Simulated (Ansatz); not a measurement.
# SnSe: the cost of one run

Method: DFT, PBE, plane-wave PAW, default files, scalar-relativistic, as far as a step names no other, in Ansatz 0.2.0.

## Step 1: The structure to begin with

The structure is cubic, space group Fm-3m (No. 225). The conventional cell has a = 6.020 Å, b = 6.020 Å, c = 6.020 Å, α = 90.00°, β = 90.00°, γ = 90.00°. Sn (site symmetry m-3m) has 6 Se at 3.01 Å as nearest neighbours. Se (site symmetry m-3m) has 6 Sn at 3.01 Å as nearest neighbours.

Coordinates:

```xyz
2
Lattice="0.0000 3.0100 3.0100 3.0100 0.0000 3.0100 3.0100 3.0100 0.0000" Properties=species:S:1:pos:R:3 pbc="T T T"
Sn    0.0000    0.0000    0.0000
Se    3.0100    3.0100    3.0100
```

The earlier run gave: gap on the mesh 0.42 eV, largest force 0.000 eV/Å, pressure 1.1 GPa.

The printed gradients, by site:

| site | atoms | first shell | V_zz (10²¹ V/m²) | η | C_Q (MHz) |
| --- | --- | --- | --- | --- | --- |
| Sn | 1 | 6 Se at 3.01 Å | 0.00 | – | – |
| Se | 2 | 6 Sn at 3.01 Å | 0.00 | – | – |

V_zz is the principal component of the electric field gradient with the largest magnitude, η = (V_xx − V_yy)/V_zz and C_Q = eQV_zz/h. Quadrupole moments are those of Pyykkö's year-2017 table. A dash under C_Q marks elements without a common quadrupolar isotope.

## Step 2: Ions relaxed at fixed cell

Contents of input.yaml:

```yaml
crystal:
  lattice:
    - [0.0, 3.01, 3.01]
    - [3.01, 0.0, 3.01]
    - [3.01, 3.01, 0.0]
  atoms:
    - { symbol: Sn, position: [0.0, 0.0, 0.0] }
    - { symbol: Se, position: [0.5, 0.5, 0.5] }
kpoints:
  mp_grid: { grid: [13, 13, 13] }
scf:
  occupations: { method: fermi_dirac, width: 0.02 }
hamiltonian:
  xc: pbe
  pseudopotentials: { kind: paw }
output:
  forces: true
  stress: true
  populations: true
  efg: { quadrupole_moments_barn: { Sn: -0.132 }, contact_densities: true }
relax:
  f_tol: 0.02
  max_steps: 60
```

Started as:

```bash
ansatz run input.yaml --threads 1 --pin off --max-ram 3072MiB --backend cpu --events-out ev --progress --plain --runs-dir out
```

Q: Estimate wall time and peak memory on 1 thread of Intel Xeon 6975P-C (Granite Rapids), shared host.

About 4.1 s, with a peak of 0.51 GiB.
